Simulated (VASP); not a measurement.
Write the native input for VASP 6.6.1 that does the following.

- Task: single point
- Functional: PBE
- Potentials or basis: VASP PAW PBE potentials, release 64 (K_sv, I)
- Cutoff: 520 eV
- k mesh: 6 × 6 × 6
- Occupations: gaussian, width 0.05 eV
- Spin: no spin polarisation
- Dipole correction: no
- Further INCAR settings: ALGO = Fast; EDIFF = 1e-06; NBANDS = 15

The structure of KI lies in POSCAR:

```
KI
1.0
    0.0000000000      3.5873258652      3.5873258652
    3.5873258652      0.0000000000      3.5873258652
    3.5873258652      3.5873258652      0.0000000000
K I
1 1
Direct
   -0.1244938477      0.0533545062     -0.0533545062
    0.5383556056      0.4835618833      0.5164381167
```

The cell isn't the ideal one: mode 5 frozen in at -0.638 Å and mode 6 at -0.255 Å (largest displacements).

The input as run:

INCAR

```
SYSTEM = KI
ALGO = Fast
EDIFF = 1E-6
ENCUT = 520
GGA = PE
ISIF = 2
ISMEAR = 0
LASPH = .TRUE.
LCHARG = .TRUE.
LELF = .TRUE.
LREAL = .FALSE.
LVHAR = .TRUE.
LWAVE = .FALSE.
NBANDS = 15
NELM = 100
PREC = Accurate
SIGMA = 0.05
```

KPOINTS

```
k-points
0
G
  6 6 6
  0 0 0
```

Potentials or basis: VASP PAW PBE potentials, release 64 (K_sv, I).

Command:

```console
$ cat potpaw_PBE.64/K_sv/POTCAR potpaw_PBE.64/I/POTCAR > POTCAR
$ mpirun -np 1 vasp_std > vasp.out
```

It gave:

* Pressure: 3.7 GPa
* Largest force: 2.366 eV/Å
* Band gap on the k mesh: 3.91 eV, direct

Caveat: spin-orbit coupling is left out, which moves the levels of the heavy elements; forces of over 1 eV/Å show positions far from the minimum, so gaps and moduli don't describe the material at rest.

Wall time 5.1 min on 1 thread of AMD EPYC 7R43 64-Core Processor (Zen 3), on a shared host, peak memory 0.27 GiB.
